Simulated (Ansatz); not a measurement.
TiC: equilibrium volume by level of theory

The structure is cubic, space group Fm-3m (No. 225). The conventional cell has a = 4.331 Å, b = 4.331 Å, c = 4.331 Å, α = 90.00°, β = 90.00°, γ = 90.00°. Around Ti (site symmetry m-3m) lie 6 C at 2.17 Å. C (site symmetry m-3m) is surrounded by 6 Ti at 2.17 Å.

```tsv
rung	level	program and potentials	cutoff (eV)	k mesh	smearing	task	core time	chip	equilibrium volume (Å³/atom)	notes
GGA + U (2 eV)	PBE+U (Ti d U = 2 eV, fll (the default))	Ansatz, Ansatz PAW	420	11 × 11 × 11	fermi-dirac 0.05	relaxation of cell and atoms	6.8 s	Arm Neoverse V2	10.29	-
GGA + U (1 eV)	PBE+U (Ti d U = 1 eV, fll (the default))	Ansatz, Ansatz PAW	420	11 × 11 × 11	fermi-dirac 0.05	relaxation of cell and atoms	6.8 s	Arm Neoverse V2	10.23	-
GGA + U (3 eV)	PBE+U (Ti d U = 3 eV, fll (the default))	Ansatz, Ansatz PAW	420	11 × 11 × 11	fermi-dirac 0.05	relaxation of cell and atoms	9.1 s	Arm Neoverse V2	10.37	-
GGA + U (4 eV)	PBE+U (Ti d U = 4 eV, fll (the default))	Ansatz, Ansatz PAW	420	11 × 11 × 11	fermi-dirac 0.05	relaxation of cell and atoms	9.5 s	Arm Neoverse V2	10.45	-
GGA + U (5 eV)	PBE+U (Ti d U = 5 eV, fll (the default))	Ansatz, Ansatz PAW	420	11 × 11 × 11	fermi-dirac 0.05	relaxation of cell and atoms	11 s	Arm Neoverse V2	10.54	-
GGA + U (6 eV)	PBE+U (Ti d U = 6 eV, fll (the default))	Ansatz, Ansatz PAW	420	11 × 11 × 11	fermi-dirac 0.05	relaxation of cell and atoms	11 s	Arm Neoverse V2	10.65	-
GGA + U (8 eV)	PBE+U (Ti d U = 8 eV, fll (the default))	Ansatz, Ansatz PAW	420	11 × 11 × 11	fermi-dirac 0.05	relaxation of cell and atoms	12 s	Arm Neoverse V2	10.93	-
GGA	PBE	Ansatz, Ansatz PAW	420	11 × 11 × 11	fermi-dirac 0.05	equation of state	13 s	Arm Neoverse N1	10.17	-
LDA	LDA	Ansatz, Ansatz PAW	420	11 × 11 × 11	fermi-dirac 0.05	equation of state	15 s	Arm Neoverse N1	9.67	potentials made for PBE, which Ansatz adapts in part
meta-GGA	r2SCAN	Ansatz, Ansatz PAW	500	11 × 11 × 11	fermi-dirac 0.05	equation of state	32 s	Arm Neoverse N1	10.13	potentials made for PBE, which Ansatz adapts in part
GGA	PBE	Ansatz, all-electron LAPW, scalar-relativistic	-	11 × 11 × 11	fermi-dirac 0.05	equation of state	2.1 min	AMD EPYC 7R43 Zen 3	10.17	-
```

Times are single runs on shared hosts and different chips, so they are rough; meshes, cutoffs and the tasks' sizes weigh on the time. All rows: no spin polarisation. Smearing widths are in eV. For a metal such meshes aren't converged. Meshes are those of the run's cell of 2 atoms unless a note names another. Relaxations start from the cell shown or near it and stop with a little pressure left. The cell shown, of 10.16 Å³ an atom, is the runs' start and not the measured value. Misses use the values as printed. Runs on faulty files, with rough fits or with known faults for this quantity aren't shown. No row holds spin-orbit coupling.

Measured: 10.09 Å³/atom at 300 K (pmc:8230697, doi:10.3390/ma14123222).

Q: Which of the timed runs is the cheapest that comes within 1.5 % of the measured equilibrium volume?

A: PBE+U (Ansatz, Ansatz PAW): 10.23 Å³/atom in 6.8 s. One crystal doesn't make the level reliable, since errors can cancel. The runs are for a static lattice, while measurements hold temperature and zero-point motion.
